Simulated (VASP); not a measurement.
Runs of VASP 6.6.1 on BeTe. The structure is cubic, space group F-43m (No. 216). The conventional cell has a = 5.540 Å, b = 5.540 Å, c = 5.540 Å, α = 90.00°, β = 90.00°, γ = 90.00°. Te (site symmetry -43m) has 4 Be at 2.40 Å as nearest neighbours. Be (site symmetry -43m) is surrounded by 4 Te at 2.40 Å. 

| task | level | cell | cutoff (eV) | smearing | gap on the mesh (eV) | pressure (GPa) | relaxed volume (Å³/atom) |
| --- | --- | --- | --- | --- | --- | --- | --- |
| relaxation of cell and atoms | PBEsol+D3 | relaxed | 600 | fermi-dirac 0.05 eV | 1.78 | 0.0 | (b) |
| relaxation of cell and atoms | PBE+D3 | relaxed | 600 | fermi-dirac 0.05 eV | 1.97 | 0.0 | 22.28 |
| relaxation of cell and atoms | PBE+rVV10 | relaxed | 600 | fermi-dirac 0.05 eV | 1.91 | 0.0 | 22.50 |
| single point | PBE | as given | 520 | gaussian 0.028 eV | 1.85 | (a) | - |
| relaxation of cell and atoms | PBE+D4 | relaxed | 600 | fermi-dirac 0.05 eV | 1.93 | 0.0 | (c) |

Alike in all rows: potentials or basis VASP PAW PBE potentials, release 64 (Te, Be); no spin polarisation; k mesh 8 × 8 × 8.

Estimate the missing entries.

(a) 4.5; (b) 21.71; (c) 21.91.

Caveats: spin-orbit coupling is left out, which moves the levels of the heavy elements; the PAW data sets were made with another functional, which shifts forces and pressure a little (some runs).

A k mesh can miss the band edges, and the runs leave out spin-orbit coupling on Te.
